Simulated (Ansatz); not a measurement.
Crystal: Au.

```
Au
1.0
     0.00000    2.03500    2.03500
     2.03500    0.00000    2.03500
     2.03500    2.03500    0.00000
Au
1
Direct
  0.00000 0.00000 0.00000
```

| Property | Result |
| --- | --- |
| Program | Ansatz 0.2.0 |
| Task | relaxation of cell and atoms |
| Functional | B3LYP |
| Potentials or basis | Ansatz PAW |
| Cutoff | 420 eV (not typed: the program's choice for these potentials) |
| k mesh | 6 × 6 × 6 |
| Occupations | fermi-dirac, width 0.05 eV |
| Spin | no spin polarisation |

At the start: volume 16.85 Å³/atom.

Task: Where does the relaxation end?

Result: It ends after 7 steps and the volume is 19.23 Å³/atom (+14.1 %); space group Fm-3m (No. 225, to 0.05 Å).

Step by step:
| step | energy change (eV) | largest force (eV/Å) | volume (Å³) |
| --- | --- | --- | --- |
| 1 | 0.0000 | 0.0000 | 16.85 |
| 2 | -0.1106 | 0.0000 | 19.44 |
| 3 | -0.1113 | 0.0000 | 19.29 |
| 4 | -0.1114 | 0.0000 | 19.24 |
| 5 | -0.1130 | 0.0000 | 19.24 |
| 6 | -0.1130 | 0.0000 | 19.23 |
| 7 | -0.1130 | 0.0000 | 19.23 |

Final structure:
```xyz
1
Lattice="0.0000 2.1265 2.1265 2.1265 0.0000 2.1265 2.1265 2.1265 0.0000" Properties=species:S:1:pos:R:3 pbc="T T T"
Au    0.0000    0.0000    0.0000
```

Caveat: the k mesh is coarse (spacing up to 0.45 Å⁻¹), so the values aren't converged, least of all with exact exchange; the plane-wave basis is chosen anew once the cell has moved, so the energies of steps on either side of that aren't comparable; the volume moved by +14 % from the deposited cell, more than functionals usually miss; the PAW data sets come from PBE, with cores solved anew for the run's functional, which leaves a small shift of forces and pressure.
